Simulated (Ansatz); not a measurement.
**Sb in Ansatz: convergence with ecutrho ratio**

Input of the first run (ecutrho ratio 4); the others differ in this setting and in those tied to it:

input.yaml

```yaml
crystal:
  lattice:
    - [0.0, 2.3712425216, 2.3712425216]
    - [2.3712425216, 0.0, 2.3712425216]
    - [2.3712425216, 2.3712425216, 0.0]
  atoms:
    - { symbol: Sb, position: [0.0, 0.0, 0.0] }
hamiltonian:
  xc: r2scan
  pseudopotentials: { kind: paw }
kpoints:
  mp_grid: { grid: [8, 8, 8] }
scf:
  occupations: { method: gaussian, width: 0.05 }
output:
  forces: true
  stress: true
  eigenvalues: true
basis:
  ecutrho_ratio: 4
```

Potentials or basis: Ansatz PAW.

Command:

```console
$ ansatz run input.yaml --threads 2 --pin off --max-ram 5632MiB --backend cpu --events-out ev --progress --plain --runs-dir out
```

This isn't the form of Sb at room conditions, which is rhombohedral.

Hardware: 2 threads of Arm Neoverse V1, with other jobs on the host.

```tsv
ecutrho ratio	energy less the tightest run, at zero smearing (meV/atom)	SCF cycles	CPU time (s)	peak memory (GiB)
4	0.00	6	1.8	0.33
5	0.00	6	2	0.37
6	0.00	6	2	0.38
8	0.00	6	2.5	0.47
10	0.00	6	2.9	0.55
12	0.00	6	3.5	0.68
```

Against the tightest run, the energy stays within 1 meV/atom from 4 on. The tightest run that finished is the yardstick and may itself not be fully converged.

 The run has no spin-orbit coupling, so splittings on Sb are missing.
